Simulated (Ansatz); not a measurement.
**What a change of settings does: C (simple hexagonal type)**

First run: DFT, PBE, all-electron LAPW, scalar-relativistic (Ansatz 0.2.0).

Command: `ansatz run input.yaml --threads 1 --pin off --max-ram 2048MiB --backend cpu --events-out ev --progress --plain --runs-dir out` It took 14 s on 1 thread of Intel(R) Xeon(R) Platinum 8488C (Sapphire Rapids) (shared host), peak memory 0.4 GiB.

```yaml
crystal:
  lattice:
    - [1.4152296186, 0.0, 0.0]
    - [-0.7076148093, 1.2256248019, 0.0]
    - [0.0, 0.0, 1.3044806519]
  atoms:
    - { symbol: C, position: [0.0, 0.0, 0.0] }
kpoints:
  mp_grid: { grid: [24, 24, 22] }
  band_path:
    path:
      - [0.0, 0.0, 0.0]
      - [0.5, 0.0, 0.0]
      - [0.3333333333, 0.3333333333, 0.0]
      - [0.0, 0.0, 0.0]
      - [0.0, 0.0, 0.5]
      - [0.5, 0.0, 0.5]
      - [0.3333333333, 0.3333333333, 0.5]
      - [0.0, 0.0, 0.5]
      - [0.5, 0.0, 0.5]
    npoints: 8
scf:
  occupations: { method: fermi_dirac, width: 0.1 }
hamiltonian:
  xc: pbe
  pseudopotentials: { kind: all_electron, lapw: { basis_error: 0.001 } }
output:
  forces: true
  stress: true
  eigenvalues: true
  populations: true
  dos: { projected: true, de: 0.2, e_range: [-14, 8] }
```

The cell comes from a relaxation on PAW files under the same functional, begun from a prototype that needn't be the stable phase.

This run: volume at 0.4 of the series' base cell.

It converges in 5 SCF iterations at a pressure of 1629 GPa.

The input is then changed:

```diff
 kpoints:
-  mp_grid: { grid: [24, 24, 22] }
+  mp_grid: { grid: [24, 24, 22], shift: [0.5, 0.5, 0.5] }
   band_path:
   occupations: { method: fermi_dirac, width: 0.1 }
+  convergence: { dr2_threshold: 1.0e-09 }
 hamiltonian:
   populations: true
-  dos: { projected: true, de: 0.2, e_range: [-14, 8] }
```

What does the second run give?

It converges in 6 SCF iterations at a pressure of 1629 GPa, free energy -5.6 meV/atom against the first run's. More than one line changes, and not each need have an effect.
